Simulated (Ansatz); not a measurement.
A crystal relaxed with r2SCAN in the PAW code Ansatz has space group I4/m (No. 87) and a = 8.697 Å, c = 3.762 Å.

```
atom  site       x       y       z
  Xx    8h  0.0015  0.7088  0.0000
   O    8h  0.1512  0.5006  0.0000
   O    8h  0.8403  0.8395  0.0000
```

The r2SCAN gap is indirect, 2.09 eV (M to Γ), below the direct gap of 2.79 eV at M–Γ (0.90 of the way from M). HSE06 gives an indirect gap of 3.11 eV, from M to Γ; the least direct gap is 3.86 eV at Γ. The PBE gap is indirect, 1.72 eV (M to Γ), below the direct gap of 2.40 eV at M–Γ (0.90 of the way from M). Meshes: r2SCAN 8×8×8, HSE06 4×4×4, PBE 8×8×8. r2SCAN's ε∞ is 5.6 along x and y, 5.4 along z.

**Question.** Which element is Xx?
A. Ti
B. Hf
C. Sn
D. Zr

**Answer.** A. Xx is Ti: TiO2 (I4/m) from a database of computed structures. Ti is surrounded by 6 O at 1.79–2.25 Å; O is surrounded by 4 Ti at 1.95–2.25 Å; O is surrounded by 2 Ti at 1.79–1.80 Å.

Spin-unpolarised throughout; all numbers are computed.

The meshes of the hybrids are coarse, so their gaps aren't converged to the digits shown.

For a response run the program warns that the ground state's bands aren't all converged, so ε∞ carries an extra error.
